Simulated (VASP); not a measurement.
# InSe (P6_3/mmc) in VASP: notebook

The runs below take InSe through relaxation of cell and atoms, with PBE+D3(BJ).

All numbers are computed with VASP 6.6.1; they aren't measurements. Logs are shortened: lines on timing, memory, paths and dates and some standing lists are left out, and cuts for length are marked.

### 1 The structure

It takes space group P6_3/mmc (No. 194, hexagonal). The conventional cell has a = 4.050 Å, b = 4.050 Å, c = 16.930 Å, α = 90.00°, β = 90.00°, γ = 120.00°. In (site symmetry 3m) has 3 Se at 2.52 Å as nearest neighbours. Se (site symmetry 3m) has 3 In at 2.52 Å as nearest neighbours.

### 2 Relaxation of cell and atoms, PBE+D3(BJ)

INCAR

```
PREC = Accurate ; ENCUT = 600
EDIFF = 1E-6 ; ISMEAR = 0
SIGMA = 0.03 ; LREAL = F
LASPH = T ; NELM = 80
ALGO = Normal ; ISIF = 3
LWAVE = F ; LCHARG = F
GGA = PE ; IVDW = 12
IBRION = 2 ; NSW = 90
EDIFFG = -0.01 ; KPAR = 2
```

KPOINTS

```
regular mesh
0
Gamma
  9 9 2
```

POSCAR

```
InSe
1.0
    4.0500000000      0.0000000000      0.0000000000
   -2.0250000000      3.5074028853      0.0000000000
    0.0000000000      0.0000000000     16.9300000000
In Se
4 4
Direct
    0.3333333333      0.6666666667      0.1570000000
    0.6666666667      0.3333333333      0.6570000000
    0.3333333333      0.6666666667      0.3430000000
    0.6666666667      0.3333333333      0.8430000000
    0.3333333333      0.6666666667      0.6020000000
    0.6666666667      0.3333333333      0.1020000000
    0.3333333333      0.6666666667      0.8980000000
    0.6666666667      0.3333333333      0.3980000000
```

Potentials or basis: VASP PAW PBE potentials, release 64 (In_d, Se).

Started as:

```sh
$ cat potpaw_PBE.64/In_d/POTCAR potpaw_PBE.64/Se/POTCAR > POTCAR
$ mpirun -np 2 vasp_std > vasp.out
```

OUTCAR:

```text
PREC = Accurate
   ENCUT = 600
   EDIFF = 1E-6
   ISMEAR = 0
   LREAL = F
   LASPH = T
   NELM = 80
   ISIF = 3
   GGA = PE
   IVDW = 12
   IBRION = 2
   NSW = 90
   EDIFFG = -0.01
 IVDW          = 12

 ion  position               nearest neighbor table
   1  0.333  0.667  0.157-   6 2.52   6 2.52   6 2.52   3 3.15
   2  0.667  0.333  0.657-   5 2.52   5 2.52   5 2.52   4 3.15
   3  0.333  0.667  0.343-   8 2.52   8 2.52   8 2.52   1 3.15
   4  0.667  0.333  0.843-   7 2.52   7 2.52   7 2.52   2 3.15
   5  0.333  0.667  0.602-   2 2.52   2 2.52   2 2.52
   6  0.667  0.333  0.102-   1 2.52   1 2.52   1 2.52
   7  0.333  0.667  0.898-   4 2.52   4 2.52   4 2.52
   8  0.667  0.333  0.398-   3 2.52   3 2.52   3 2.52

  LATTYP: Found a hexagonal cell.
 ALAT       =     4.0500000000
 C/A-ratio  =     4.1802469136

  Lattice vectors:

 A1 = (   4.0500000000,   0.0000000000,   0.0000000000)
 A2 = (  -2.0250000000,   3.5074028853,   0.0000000000)
 A3 = (   0.0000000000,   0.0000000000,  16.9300000000)

Analysis of symmetry for initial positions (statically):
=====================================================================
 Subroutine PRICEL returns:
 Original cell was already a primitive cell.

 Routine SETGRP: Setting up the symmetry group for a
 hexagonal supercell.

 Subroutine GETGRP returns: Found 24 space group operations
 (whereof 12 operations were pure point group operations)
 out of a pool of 24 trial point group operations.

The static configuration has the point symmetry D_3d.
 The point group associated with its full space group is D_6h.

Analysis of symmetry for dynamics (positions and initial velocities):
=====================================================================
 Subroutine PRICEL returns:
 Original cell was already a primitive cell.

 Routine SETGRP: Setting up the symmetry group for a
 hexagonal supercell.

 Subroutine GETGRP returns: Found 24 space group operations
 (whereof 12 operations were pure point group operations)
 out of a pool of 24 trial point group operations.

The dynamic configuration has the point symmetry D_3d.
 The point group associated with its full space group is D_6h.

 Subroutine INISYM returns: Found 24 space group operations
 (whereof 12 operations are pure point group operations),
 and found     1 'primitive' translations

----------------------------------------------------------------------------------------

                                     Primitive cell

  volume of cell :     240.4903

  direct lattice vectors                    reciprocal lattice vectors
     4.050000000  0.000000000  0.000000000     0.246913580  0.142555622  0.000000000
[... 91 lines left out ...]
   ISPIN  =      1    spin polarized calculation?
   LNONCOLLINEAR =      F non collinear calculations
   LSORBIT =      F    spin-orbit coupling
   LASPH  =      T    aspherical Exc in radial PAW
   ENCUT  =  600.0 eV  44.10 Ry    6.64 a.u.   8.09  8.09 33.81*2*pi/ulx,y,z
   NELM   =     80;   NELMIN=  2; NELMDL= -5     # of ELM steps
   EDIFF  = 0.1E-05   stopping-criterion for ELM
   LREAL  =      F    real-space projection
   EDIFFG = -.1E-01   stopping-criterion for IOM
   NSW    =     90    number of steps for IOM
   IBRION =      2    ionic relax: 0-MD 1-quasi-New 2-CG
   NFREE  =      1    steps in history (QN), initial steepest desc. (CG)
   ISIF   =      3    stress and relaxation
   ISYM   =      2    0-nonsym 1-usesym 2-fastsym
   POTIM  = 0.5000    time-step for ionic-motion
   TEBEG  =    0.0;   TEEND  =   0.0 temperature during run
   PSTRESS=    0.0 pullay stress
   NELECT =      76.0000    total number of electrons
   NUPDOWN=      -1.0000    fix difference up-down
   EMIN   =  10.00;   EMAX   =-10.00  energy-range for DOS
   EFERMI =   0.00;   METHOD = LEGACY
   ISMEAR =     0;   SIGMA  =   0.03  broadening in eV -4-tet -1-fermi 0-gaus
   EFERMI_NEDOS =   21; number of points for ismear=-14 and -15
   IALGO  =     38    algorithm
   IMIX   =      4    mixing-type and parameters
     AMIX     =   0.40;   BMIX     =  1.00
     AMIX_MAG =   1.60;   BMIX_MAG =  1.00
  volume/ion in A,a.u.               =      30.06       202.86
  Fermi-wavevector in a.u.,A,eV,Ry     =   1.115099  2.107232 16.918111  1.243446
  Thomas-Fermi vector in A             =   2.251701
   LORBIT       =      0    0 simple, 1 ext, 2 COOP (PROOUT), +10 PAW based schemes
   GGA     = PE    functional components
   LHFCALC =     F    Hartree Fock is set to
   AEXX    =    0.0000 exact exchange contribution
   IVDW    =    12    specifies the selected vdW correction
   LEPSILON=     F    determine dielectric tensor
   LRPA    =     F    only Hartree local field effects (RPA)
 conjugate gradient relaxation of ions
 non-spin polarized calculation
 Gauss-broadening in eV      SIGMA  =   0.03
  energy-cutoff  :      600.00
  volume of cell :      240.49
 maximum number of plane-waves:      8054
   NGX = 17   NGY = 17   NGZ = 67

--------------------------------------- Ionic step        1  -------------------------------------------

 number of electron      75.9999998 magnetization

 Free energy of the ion-electron system (eV)
  ---------------------------------------------------
  ext. energy  EPLUGINS =         0.00000000
  ---------------------------------------------------
  free energy    TOTEN  =       -26.50479895 eV

  energy without entropy =      -26.50440635  energy(sigma->0) =      -26.50460265

------------------------ aborting loop because EDIFF is reached ----------------------------------------

 Edisp (eV)   -2.30603

 E8    (eV) :    -1.0537
[... 123 lines left out ...]
  FREE ENERGIE OF THE ION-ELECTRON SYSTEM (eV)
  ---------------------------------------------------
  free  energy   TOTEN  =       -30.2004106767 eV

  energy  without entropy=      -30.2003012990  energy(sigma->0) =      -30.20035599

[... ionic steps 4 to 18 ...]

--------------------------------------- Ionic step       19  -------------------------------------------

 number of electron      76.0000008 magnetization

------------------------ aborting loop because EDIFF is reached ----------------------------------------
[... 87 lines left out ...]
--------------------------------------- Ionic step       21  -------------------------------------------

 number of electron      76.0000010 magnetization

 Free energy of the ion-electron system (eV)
  ---------------------------------------------------
  ext. energy  EPLUGINS =         0.00000000
  ---------------------------------------------------
  free energy    TOTEN  =       -28.32126528 eV

  energy without entropy =      -28.32126528  energy(sigma->0) =      -28.32126528

 E-fermi :   4.1764     XC(G=0):  -8.8745

 val. band max:        4.0102144200   @ k =   0.0000   0.0000   0.0000
 cond. band min:       4.3631183094   @ k =   0.0000   0.0000   0.0000
 fundamental gap:      0.3529038894
 Fermi energy:         4.1763522860

 k-point     1 :       0.0000    0.0000    0.0000
  band No.  band energies     occupation
      1     -10.7745      2.00000
      2     -10.7737      2.00000
      3     -10.5894      2.00000
      4     -10.5894      2.00000
      5     -10.5890      2.00000
      6     -10.5890      2.00000
[... 1180 lines left out ...]
  FREE ENERGIE OF THE ION-ELECTRON SYSTEM (eV)
  ---------------------------------------------------
  free  energy   TOTEN  =       -30.6951482524 eV

  energy  without entropy=      -30.6951482524  energy(sigma->0) =      -30.69514825

 reached required accuracy - stopping structural energy minimisation
```

OSZICAR:

```text
N       E                     dE             d eps       ncg     rms          rms(c)
DAV:   1     0.829589858957E+03    0.82959E+03   -0.36879E+04  2160   0.205E+03
DAV:   2     0.106232466412E+03   -0.72336E+03   -0.70868E+03  2168   0.516E+02
DAV:   3    -0.184017250232E+02   -0.12463E+03   -0.12098E+03  2611   0.214E+02
DAV:   4    -0.271313763666E+02   -0.87297E+01   -0.86669E+01  2528   0.545E+01
[... 204 lines left out ...]
DAV:   2    -0.283213203135E+02    0.92347E-04   -0.14724E-03  3283   0.329E-01    0.429E-02
DAV:   3    -0.283212812347E+02    0.39079E-04   -0.10002E-04  3085   0.801E-02    0.221E-02
DAV:   4    -0.283212682114E+02    0.13023E-04   -0.15600E-05  2742   0.329E-02    0.791E-03
DAV:   5    -0.283212658982E+02    0.23132E-05   -0.42942E-06  2216   0.144E-02    0.409E-03
DAV:   6    -0.283212652814E+02    0.61672E-06   -0.47551E-07  1230   0.501E-03
  21 F= -.30695148E+02 E0= -.30695148E+02  d E =-.128775E-03
```

CONTCAR:

```text
InSe
   1.00000000000000
     4.0330618642632121    0.0000000000000000    0.0000000000000000
    -2.0165309321316061    3.4927340294599949    0.0000000000000000
     0.0000000000000000    0.0000000000000000   16.7571758662145811
  In              Se
     4     4
Direct
     0.3333333332999970    0.6666666667000030    0.1666362059978710
     0.6666666667000030    0.3333333332999970    0.6666362059978709
     0.3333333332999970    0.6666666667000030    0.3333637940021291
     0.6666666667000030    0.3333333332999970    0.8333637940021290
     0.3333333332999970    0.6666666667000030    0.5897063221648718
     0.6666666667000030    0.3333333332999970    0.0897063221648718
     0.3333333332999970    0.6666666667000030    0.9102936778351282
     0.6666666667000030    0.3333333332999970    0.4102936778351282

  0.00000000E+00  0.00000000E+00  0.00000000E+00
  0.00000000E+00  0.00000000E+00  0.00000000E+00
  0.00000000E+00  0.00000000E+00  0.00000000E+00
  0.00000000E+00  0.00000000E+00  0.00000000E+00
  0.00000000E+00  0.00000000E+00  0.00000000E+00
  0.00000000E+00  0.00000000E+00  0.00000000E+00
  0.00000000E+00  0.00000000E+00  0.00000000E+00
  0.00000000E+00  0.00000000E+00  0.00000000E+00
```

Wall time 48 min (2 MPI ranks of Intel Xeon Platinum 8488C (Sapphire Rapids), shared host); peak memory 0.57 GiB.

What came out:

| Item | Value |
| --- | --- |
| Free energy | -30.6951 eV |
| Relaxed volume | 29.51 Å³/atom |
| Relaxed cell | a = 4.033 Å, b = 4.033 Å, c = 16.757 Å, α = 90.00°, β = 90.00°, γ = 120.00° |
| Space group after relaxing (to 0.05 Å) | P6_3/mmc (No. 194) |
| Energy gained by relaxing | 235.5 meV/atom |
| Ionic steps | 21 |
| Pressure after relaxing | 0.0 GPa |
| Largest force after relaxing | 0.007 eV/Å |
| Band gap on the k mesh | 0.35 eV, direct |
| Dispersion energy per atom | -0.297 eV |

Forces in eV/Å, atoms in the order of the input:
```
In   0.000  0.000 -0.002
In   0.000  0.000 -0.002
In   0.000  0.000  0.002
In   0.000  0.000  0.002
Se   0.000  0.000  0.007
Se   0.000  0.000  0.007
Se   0.000  0.000 -0.007
Se   0.000  0.000 -0.007
```

The path:
```
step  energy change (eV)  largest force (eV/Å)  pressure (GPa)  volume (Å³)
   1              0.0000                2.9070            5.96       240.49
   2             -1.1000                0.2693           -4.41       280.98
   3             -1.3896                0.8298           -2.17       266.69
   4             -1.6667                0.3208           -1.19       254.23
   5             -1.7214                0.2780           -0.30       246.46
   6             -1.8289                0.3119            0.48       240.32
   7             -1.8499                0.3315            1.09       236.15
   8             -1.8674                0.1210           -0.64       241.08
   9             -1.8775                0.0468           -0.01       239.23
  10             -1.8775                0.0523            0.00       239.17
  11             -1.8785                0.0415           -0.02       239.09
  12             -1.8787                0.0737           -0.04       239.03
  13             -1.8794                0.0641           -0.03       238.81
  14             -1.8811                0.0509            0.01       238.16
  15             -1.8819                0.0736            0.11       236.84
  16             -1.8829                0.0475            0.03       236.93
  17             -1.8833                0.0253           -0.11       237.07
  18             -1.8834                0.0236           -0.09       237.05
  19             -1.8839                0.0262           -0.04       236.61
  20             -1.8842                0.0291            0.05       235.94
  21             -1.8843                0.0068           -0.01       236.05
```

Final structure:
```xyz
8
Lattice="4.0331 0.0000 0.0000 -2.0165 3.4927 0.0000 0.0000 0.0000 16.7572" Properties=species:S:1:pos:R:3 pbc="T T T"
In    0.0000    2.3285    2.7924
In    2.0165    1.1642   11.1709
In    0.0000    2.3285    5.5862
In    2.0165    1.1642   13.9648
Se    0.0000    2.3285    9.8818
Se    2.0165    1.1642    1.5032
Se    0.0000    2.3285   15.2540
Se    2.0165    1.1642    6.8754
```

Caveat: spin-orbit coupling is left out, which moves the levels of the heavy elements.

### 3 Relaxation of cell and atoms, PBE+D3(BJ)

This run uses another cell than the first one, of 29.51 Å³/atom, 0.982 times its volume.

INCAR

```
PREC = Accurate ; ENCUT = 600
EDIFF = 1E-7 ; ISMEAR = 0
SIGMA = 0.03 ; LREAL = F
LASPH = T ; NELM = 80
ALGO = Normal ; ISIF = 3
LWAVE = F ; LCHARG = F
GGA = PE ; IVDW = 12
IBRION = 2 ; NSW = 90
EDIFFG = -0.005 ; KPAR = 2
```

KPOINTS is that of step 2.

POSCAR

```
InSe                                    
1.0
    4.0330618643      0.0000000000      0.0000000000
   -2.0165309321      3.4927340295      0.0000000000
    0.0000000000      0.0000000000     16.7571758662
  In              Se            
     4     4
Direct
     0.3333333332999970    0.6666666667000030    0.1666362059978710
     0.6666666667000030    0.3333333332999970    0.6666362059978709
     0.3333333332999970    0.6666666667000030    0.3333637940021291
     0.6666666667000030    0.3333333332999970    0.8333637940021290
     0.3333333332999970    0.6666666667000030    0.5897063221648718
     0.6666666667000030    0.3333333332999970    0.0897063221648718
     0.3333333332999970    0.6666666667000030    0.9102936778351282
     0.6666666667000030    0.3333333332999970    0.4102936778351282
```

Potentials or basis: VASP PAW PBE potentials, release 64 (In_d, Se).

Started as:

```sh
$ cat potpaw_PBE.64/In_d/POTCAR potpaw_PBE.64/Se/POTCAR > POTCAR
$ mpirun -np 2 vasp_std > vasp.out
```

Wall time 6.8 min (2 MPI ranks of Intel Xeon Platinum 8488C (Sapphire Rapids), shared host); peak memory 0.54 GiB.

It converged, with:

```yaml
Free_energy: -30.6949 eV
Relaxed_volume: 29.50 Å³/atom
Relaxed_cell: a = 4.033 Å, b = 4.033 Å, c = 16.758 Å, α = 90.00°, β = 90.00°, γ = 120.00°
Space_group_after_relaxing_to_0.05_Å: P6_3/mmc (No. 194)
Energy_gained_by_relaxing: 0.0 meV/atom
Ionic_steps: 2
Pressure_after_relaxing: 0.0 GPa
Largest_force_after_relaxing: 0.004 eV/Å
Band_gap_on_the_k_mesh: 0.35 eV, direct
Dispersion_energy_per_atom: -0.297 eV
```

Forces on the atoms (eV/Å):
```
In   0.000  0.000  0.004
In   0.000  0.000  0.004
In   0.000  0.000 -0.004
In   0.000  0.000 -0.004
Se   0.000  0.000  0.003
Se   0.000  0.000  0.003
Se   0.000  0.000 -0.003
Se   0.000  0.000 -0.003
```

Final structure:
```cif
data_structure
_symmetry_space_group_name_H-M 'P 1'
_symmetry_Int_Tables_number 1
_cell_length_a 4.0326
_cell_length_b 4.0326
_cell_length_c 16.7579
_cell_angle_alpha 90.000
_cell_angle_beta 90.000
_cell_angle_gamma 120.000
_cell_volume 236.00
loop_
_atom_site_label
_atom_site_type_symbol
_atom_site_fract_x
_atom_site_fract_y
_atom_site_fract_z
_atom_site_occupancy
In1 In 0.33333 0.66667 0.16663 1
In2 In 0.66667 0.33333 0.66663 1
In3 In 0.33333 0.66667 0.33337 1
In4 In 0.66667 0.33333 0.83337 1
Se1 Se 0.33333 0.66667 0.58973 1
Se2 Se 0.66667 0.33333 0.08973 1
Se3 Se 0.33333 0.66667 0.91027 1
Se4 Se 0.66667 0.33333 0.41027 1
```

Levels at points of the mesh, in eV from the valence-band top:
```csv
k point,band 36,band 37,band 38,band 39,band 40,band 41
"(0.00, 0.00, 0.00)",-1.09,-1.09,0.00,0.35,1.73,2.12
"(0.00, 0.00, 0.50)",-1.12,-0.92,-0.92,1.22,1.22,2.13
```

Caveat: spin-orbit coupling is left out, which moves the levels of the heavy elements. Expect the measured gap to be larger: semilocal functionals such as PBE lack the derivative discontinuity.
